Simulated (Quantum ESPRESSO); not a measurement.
The system is CoSi2.

```
CELL_PARAMETERS angstrom
2.22522 0.00000 3.05419
-1.11261 1.92709 3.05419
-1.11261 -1.92709 3.05419
ATOMIC_POSITIONS crystal
Co 0.00000 0.00000 0.00000
Si 0.25000 0.25000 0.25000
Si 0.75000 0.75000 0.75000
```

The cell was built by a generator and needn't be a form met in nature.

| Quantity | Value |
| --- | --- |
| Program | Quantum ESPRESSO 7.5 |
| Task | relaxation of the atoms |
| Functional | PBE |
| Potentials or basis | GBRV 1.5 PBE |
| Cutoff | 762 eV |
| Density cutoff | 6095 eV |
| k mesh | 16 × 16 × 16 |
| Occupations | methfessel-paxton, width 0.1 eV |
| Spin | no spin polarisation |

At the start: volume 13.10 Å³/atom.

Where does the relaxation end?

Over 6 steps the energy falls by 2.8 meV/atom; space group R-3m (No. 166, to 0.05 Å).

Step by step:
| step | energy change (eV) | largest force (eV/Å) |
| --- | --- | --- |
| 1 | 0.0000 | 0.3010 |
| 2 | -0.0033 | 0.2329 |
| 3 | -0.0060 | 0.1588 |
| 4 | -0.0081 | 0.0499 |
| 5 | -0.0083 | 0.0006 |
| 6 | -0.0083 | 0.0000 |

Final structure:
```
Co Si
1.0
     2.22522    0.00000    3.05419
    -1.11261    1.92709    3.05419
    -1.11261   -1.92709    3.05419
Co Si
1 2
Direct
  0.00000 0.00000 0.00000
  0.25305 0.25305 0.25305
  0.74695 0.74695 0.74695
```
